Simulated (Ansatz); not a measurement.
# Ba (Pm-3m) in Ansatz: convergence with k mesh

Aim: find how far k mesh must go before the results for Ba settle, at r2SCAN. This setting moves, with any that are tied to it; all else stays.

Everything below comes from runs of Ansatz 0.2.0. Logs are shortened: lines on timing, memory, paths and dates and some standing lists are left out, and cuts for length are marked.

## 1. The structure

The structure is cubic, space group Pm-3m (No. 221). Conventional cell: a = 3.918 Å, b = 3.918 Å, c = 3.918 Å, α = 90.00°, β = 90.00°, γ = 90.00°. Ba (site symmetry m-3m) has 6 Ba at 3.92 Å as nearest neighbours.

This isn't the form of Ba at room conditions, which is bcc.

## 2. With k mesh 2 × 2 × 2

input.yaml

```yaml
crystal:
  lattice:
    - [3.9177175405, 0.0, 0.0]
    - [0.0, 3.9177175405, 0.0]
    - [0.0, 0.0, 3.9177175405]
  atoms:
    - { symbol: Ba, position: [0.0, 0.0, 0.0] }
hamiltonian:
  xc: r2scan
  pseudopotentials: { kind: paw, level: accurate }
kpoints:
  mp_grid: { grid: [2, 2, 2] }
scf:
  occupations: { method: fermi_dirac, width: 0.05 }
output:
  forces: true
  stress: true
  eigenvalues: true
```

Potentials or basis: Ansatz PAW earlier set.

Run with:

```bash
> ansatz run input.yaml --threads 2 --pin off --max-ram 5632MiB --backend cpu --events-out ev --progress --plain --runs-dir out
```

It took 0.77 s on 2 threads of Arm Neoverse V2, shared host; peak memory 0.44 GiB.

What came out:

| Property | Result |
| --- | --- |
| Free energy | -5949.6428 eV |
| Pressure | -1.9 GPa |
| Band gap on the k mesh | none (metal or under the smearing width) |

## 3. With k mesh 3 × 3 × 3

input.yaml, as its differences from that of step 2:

```diff
@@ -11,3 +11,3 @@
 kpoints:
-  mp_grid: { grid: [2, 2, 2] }
+  mp_grid: { grid: [3, 3, 3] }
 scf:
```

Potentials or basis: Ansatz PAW earlier set.

Run with:

```bash
> ansatz run input.yaml --threads 2 --pin off --max-ram 5632MiB --backend cpu --events-out ev --progress --plain --runs-dir out
```

Wall time 0.77 s (2 threads of Arm Neoverse V2, shared host); peak memory 0.44 GiB.

Results:

- Free energy: -5949.2901 eV
- Pressure: -0.3 GPa
- Band gap on the k mesh: 0.47 eV, indirect (least direct gap 1.08 eV)

## 4. With k mesh 4 × 4 × 4

input.yaml, as its differences from that of step 3:

```diff
@@ -11,3 +11,3 @@
 kpoints:
-  mp_grid: { grid: [3, 3, 3] }
+  mp_grid: { grid: [4, 4, 4] }
 scf:
```

Run with:

```bash
> ansatz run input.yaml --threads 2 --pin off --max-ram 5632MiB --backend cpu --events-out ev --progress --plain --runs-dir out
```

It took 0.92 s on 2 threads of Arm Neoverse V2, shared host; peak memory 0.45 GiB.

Results:

```yaml
Free_energy: -5949.2609 eV
Pressure: -0.4 GPa
Band_gap_on_the_k_mesh: none (metal or under the smearing width)
```

## 5. With k mesh 5 × 5 × 5

input.yaml, as its differences from that of step 4:

```diff
@@ -11,3 +11,3 @@
 kpoints:
-  mp_grid: { grid: [4, 4, 4] }
+  mp_grid: { grid: [5, 5, 5] }
 scf:
```

Run with:

```bash
> ansatz run input.yaml --threads 2 --pin off --max-ram 5632MiB --backend cpu --events-out ev --progress --plain --runs-dir out
```

It took 0.93 s on 2 threads of Arm Neoverse V2, shared host; peak memory 0.45 GiB.

Results:

```yaml
Free_energy: -5949.2724 eV
Pressure: 0.2 GPa
Band_gap_on_the_k_mesh: 0.38 eV, indirect (least direct gap 0.46 eV)
```

## 6. With k mesh 6 × 6 × 6

input.yaml, as its differences from that of step 5:

```diff
@@ -11,3 +11,3 @@
 kpoints:
-  mp_grid: { grid: [5, 5, 5] }
+  mp_grid: { grid: [6, 6, 6] }
 scf:
```

Potentials or basis: Ansatz PAW earlier set.

Run with:

```bash
> ansatz run input.yaml --threads 2 --pin off --max-ram 5632MiB --backend cpu --events-out ev --progress --plain --runs-dir out
```

Run time: 1.2 s. Hardware: 2 threads of Arm Neoverse V2, shared host; peak memory 0.46 GiB.

The run converged. Its results:

```yaml
Free_energy: -5949.2538 eV
Pressure: 0.0 GPa
Band_gap_on_the_k_mesh: none (metal or under the smearing width)
```

## 7. With k mesh 8 × 8 × 8

input.yaml, as its differences from that of step 6:

```diff
@@ -11,3 +11,3 @@
 kpoints:
-  mp_grid: { grid: [6, 6, 6] }
+  mp_grid: { grid: [8, 8, 8] }
 scf:
```

Run with:

```bash
> ansatz run input.yaml --threads 2 --pin off --max-ram 5632MiB --backend cpu --events-out ev --progress --plain --runs-dir out
```

Run time: 1.6 s. Hardware: 2 threads of Arm Neoverse V2, shared host; peak memory 0.47 GiB.

It converged, with:

| Property | Result |
| --- | --- |
| Free energy | -5949.2675 eV |
| Pressure | -0.1 GPa |
| Band gap on the k mesh | none (metal or under the smearing width) |

## 8. With k mesh 9 × 9 × 9

input.yaml, as its differences from that of step 7:

```diff
@@ -11,3 +11,3 @@
 kpoints:
-  mp_grid: { grid: [8, 8, 8] }
+  mp_grid: { grid: [9, 9, 9] }
 scf:
```

Run with:

```bash
> ansatz run input.yaml --threads 2 --pin off --max-ram 5632MiB --backend cpu --events-out ev --progress --plain --runs-dir out
```

It took 1.6 s on 2 threads of Arm Neoverse V2, shared host; peak memory 0.47 GiB.

The run converged. Its results:

```yaml
Free_energy: -5949.2713 eV
Pressure: 0.0 GPa
```

## 9. With k mesh 11 × 11 × 11

input.yaml, as its differences from that of step 8:

```diff
@@ -11,3 +11,3 @@
 kpoints:
-  mp_grid: { grid: [9, 9, 9] }
+  mp_grid: { grid: [11, 11, 11] }
 scf:
```

Potentials or basis: Ansatz PAW earlier set.

Run with:

```bash
> ansatz run input.yaml --threads 2 --pin off --max-ram 5632MiB --backend cpu --events-out ev --progress --plain --runs-dir out
```

The program printed:

```text
Warning: RAYON_NUM_THREADS=2 ignored (pool sized by the plan → 2); use --threads N
Engine: ansatz 0.2.0, aarch64-unknown-linux-gnu
Pseudopotentials: kind: paw, level: accurate
Pseudopotential: Ba, paw, valence charge 10, recommended cutoff 360 eV (high), Ba.paw.azcp
Functional definition: r2SCAN
  parameter k0 = 0.174
  parameter k1 = 0.065
  parameter a1 = 4.9479
  exchange = r2scan_x(k0 = k0, k1 = k1, a1 = a1)
  correlation = r2scan_c
Crystal: 1 atoms, lattice volume = 60.131 Å³
Basis set: ecut = 360 eV, 925 PW (Γ), exchange–correlation on 144×144×144 points (64 copies of the dense FFT grid, shifted against one another)
Bands: 9, of which v1, the nominal top of the filled ones, is band 5 counted from 1 (4 counted from 0)
Symmetry: 48 space group operations
Space group: Pm-3m (ITA 221), of the structure as read, at distance tolerance 3.9e-5 Å
k-points: 56 of 1331
Non-local potential: Ba, projectors of the file, l = 0: 3, l = 1: 2, l = 2: 2, l = 3: 2
PAW form: soft (Blöchl's): semilocal exchange-correlation on the pseudo side does not see the compensation charge
PAW frozen core: Ba, regenerated for the run's functional (the file was generated under x = pbe(κ = 0.804, μ = 0.2195149727645171), c = pbe(β = 0.06672455060314922))
PAW one-centre angular grid: Ba, 302 points (default); XC on 160 Gauss nodes
Initial density: superposition of atomic densities (chi_scale 0.1, normalization cell)
Initial wavefunctions: pseudopotential atomic-orbital guess
Functional: x = r2scan, c = r2scan; τ floored in thin density (d = 2e-4 eV/Å³)
SCF iter   1: F=—  HF=-5949.364744 eV  |F-HF|=—  |Δ(HF+E_count)|=         —  Δρ=3.81e-2  dr2=3.95e-1  dr2_τ=1.24e-2  ethr=3.10e-3  ⟨swp⟩=7.2  Hψ=4310  notcnv=0
preconditioner: auto → none  [insulator: Δε(μ)=0.115 eV  Ē_g=3.102 eV  σ=0.050 eV  W_gap=0.52  n_scr=6 (ndim 8)  ℏωp=6.8 eV  f_vac=0.001  D(μ)=0.22/eV (n_scr^D=0)  ε∞_Penn≈5.8]
SCF iter   2: F=—  HF=-5949.294882 eV  |F-HF|=—  |Δ(HF+E_count)|=   6.99e-2  Δρ=1.85e-2  dr2=6.69e-2  dr2_τ=1.94e-3  ethr=3.10e-3  ⟨swp⟩=3.9  Hψ=1577  notcnv=0
SCF iter   3: F=—  HF=-5949.270039 eV  |F-HF|=—  |Δ(HF+E_count)|=   2.48e-2  Δρ=1.86e-3  dr2=6.19e-4  dr2_τ=9.80e-5  ethr=6.69e-4  ⟨swp⟩=3.8  Hψ=1083  notcnv=0
SCF iter   4: F=—  HF=-5949.269968 eV  |F-HF|=—  |Δ(HF+E_count)|=   7.08e-5  Δρ=1.41e-4  dr2=9.86e-6  dr2_τ=1.22e-6  ethr=6.19e-6  ⟨swp⟩=2.6  Hψ=813  notcnv=0
SCF iter   5: F=—  HF=-5949.269982 eV  |F-HF|=—  |Δ(HF+E_count)|=   1.42e-5  Δρ=4.45e-5  dr2=3.40e-7  dr2_τ=3.63e-8  ethr=9.86e-8  ⟨swp⟩=2.7  Hψ=752  notcnv=0
SCF iter   6: F=-5949.269983 eV  HF=-5949.269983 eV  |F-HF|=1.28e-9  |Δ(HF+E_count)|=   5.31e-7  Δρ=3.11e-6  dr2=1.79e-9  dr2_τ=4.25e-10  ethr=1.00e-9  ⟨swp⟩=7.5  Hψ=3871  notcnv=0
SCF 1 converged in 6 iterations: F = -5949.269983 eV  dr2 = 1.79e-9
SCF converged after 6 iterations
Free energy (F): -5949.269983 eV
Harris-Foulkes:  -5949.269983 eV  (|F-HF|=1.28e-9)
Internal energy: -5949.266912 eV  (E = F + TS)
E sigma→0 (E₀):  -5949.268447 eV
Entropy (-TS):   -0.003071 eV (-3.071 meV/atom)
Fermi energy:    6.256538 eV
--- Per-component energies (eV) ---
  E_band       = -88.603138
  E_kinetic    = 212.039851
  E_local      = -452.930932  (includes V_loc(G=0)·N_el)
  E_nonlocal   = 84.273937
  E_hartree    = 117.562343
  E_xc         = -372.501763
  E_vxc        = -230.342263  (∫ρ·V_xc dr)
  E_paw        = -5016.352460  (= ΣΔE_a)
  E_vpaw       = 53.619602  (= ΣTr[D̂ρ^β])
  E_aug_tail   = 0.000001  (compensation charges beyond the density's cutoff)
  E_vtau       = 9.612059  (kinetic-family band-sum trace: ∫τ·v_τ [+ j·A + Jᵃ·Aᵃ] dr)
  E_ewald      = -521.427048
  E_core_change = 0.069159  (= ΣΔE_core)
  E_smearing   = -0.003071  (= −TS)
  E_closure    = 0.000000  (closes the sum)
  Σ components = -5949.269983   (vs F -5949.269983, Δ=0.00e0)
--- Forces (eV/Å), atoms counted from 1 ---
  atom   1  Ba    -0.00000000    -0.00000000     0.00000000
  max |Σ_I F_I| component: 1.59e-32 eV/Å
--- Stress (GPa, compression-positive) ---
        0.006471       0.000000       0.000000
        0.000000       0.006471       0.000000
        0.000000       0.000000       0.006471
  P = ⅓ Tr σ = 0.0065 GPa (0.065 kbar)
--- Band table (eV; the first three rows and the last of 56) ---
  k-point 0: bands = ["-23.9441", "-8.3615", "-8.3615", "-8.3615", "3.6089", "6.4609", "6.4609", "11.5013", "11.5013"]
  k-point 1: bands = ["-23.9388", "-8.4279", "-8.3557", "-8.3557", "3.7418", "6.5030", "6.5924", "11.0889", "11.0889"]
  k-point 2: bands = ["-23.9244", "-8.6008", "-8.3402", "-8.3402", "4.1029", "6.6221", "6.9418", "10.4183", "10.4183"]
  k-point 55: bands = ["-23.7506", "-8.8945", "-8.8920", "-8.8920", "6.1720", "6.2778", "6.2778", "9.9583", "12.0332"]
```

Wall time 2.1 s (2 threads of Arm Neoverse V2, shared host); peak memory 0.48 GiB.

What came out:

```yaml
Free_energy: -5949.2700 eV
Pressure: 0.0 GPa
```

## 10. The series at a glance

```csv
k mesh,"energy less the tightest run, at zero smearing (meV/atom)",pressure (GPa),SCF cycles,CPU time (s),peak memory (GiB)
2 × 2 × 2,-362.24,-1.88,6,1.4,0.44
3 × 3 × 3,-20.85,-0.25,6,1.4,0.44
4 × 4 × 4,10.33,-0.40,6,1.7,0.45
5 × 5 × 5,-3.18,0.20,6,1.7,0.45
6 × 6 × 6,18.84,0.02,6,2.2,0.46
8 × 8 × 8,3.22,-0.05,6,3,0.47
9 × 9 × 9,-1.43,0.01,6,3,0.47
11 × 11 × 11,0.00,0.01,6,4.1,0.48
```

Against the tightest run, the pressure stays within 0.1 GPa from 6 × 6 × 6 on. Not settled before the last step: the energy (to 1 meV/atom). Meshes of other sizes hit other points, so gaps and Fermi surfaces needn't settle smoothly. The tightest run that finished is the yardstick and may itself not be fully converged.

Caveats: the PAW data sets come from PBE, with cores solved anew for the run's functional, which leaves a small shift of forces and pressure.
